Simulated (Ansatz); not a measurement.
Consider AlSb in the zinc blende structure (space group F-43m, No. 216; a = 6.157 Å). Axes: x, y, z lie along the cube axes.

All numbers come from PBEsol (Ansatz, a program for electronic structure, PAW, without spin-orbit coupling).

Base values:

The band gap is 1.14 eV.

It is then changed as follows: biaxial strain +0.45 %, plane normal [110], relaxed out of plane (Cartesian); in-plane vectors clamped, the third vector and the atoms free.

### Question
Predict the new out-of-plane strain, energy relative to the base and band gap.

### Answer
The out-of-plane strain comes out as -0.28 %; the energy rises by 0.4 meV/atom; the band gap falls by 0.03 eV (1.14 eV → 1.11 eV).

A biaxial case was relaxed in a doubled cell and then solved in the primitive one. With Sb present, leaving out spin-orbit coupling can change the band edges. Whether these cells are dynamically stable was not tested.
